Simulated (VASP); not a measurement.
CdH2O2, 5 atoms in the cell. It takes space group P3m1 (No. 156, trigonal). Conventional cell: a = 3.840 Å, b = 3.840 Å, c = 4.441 Å, α = 90.00°, β = 90.00°, γ = 120.00°. Cd (site symmetry 3m) is surrounded by 3 H at 2.22 Å and 6 O at 2.34 to 2.43 Å. Around H (site symmetry 3m) lie 1 O at 0.85 Å. H (site symmetry 3m) has 1 O at 0.98 Å as nearest neighbours. O (site symmetry 3m) has 1 H at 0.85 Å as nearest neighbours. O (site symmetry 3m) has 1 H at 0.98 Å as nearest neighbours. The cell comes from a database or a generator and needn't be the stable form of this composition.

```yaml
Program: VASP 6.6.1
Task: single point
Functional: PBEsol
Potentials_or_basis: VASP PAW PBE potentials, release 64 (Cd, H, O)
Cutoff: 520 eV
k_mesh: 4 × 4 × 3
Occupations: gaussian, width 0.01 eV
Spin: no spin polarisation
Dipole_correction: no
Further_INCAR_settings: ALGO = Normal; EDIFF = 1e-07; NBANDS = 21
```

Potentials or basis: VASP PAW PBE potentials, release 64 (Cd, H, O).

Launch:

```console
$ cat potpaw_PBE.64/Cd/POTCAR potpaw_PBE.64/H/POTCAR potpaw_PBE.64/O/POTCAR > POTCAR
$ mpirun -np 1 vasp_std > vasp.out
```

Hardware: 1 thread of Intel(R) Xeon(R) Platinum 8175M CPU @ 2.50GHz (Skylake/Cascade Lake), on a shared host.

Problem. Estimate the wall time of this run.

Solution. Run time: 28 s on 1 thread of Intel(R) Xeon(R) Platinum 8175M CPU @ 2.50GHz (Skylake/Cascade Lake), with other jobs on the host, peak memory 0.17 GiB. Counts: scf iterations 16, k points 9.
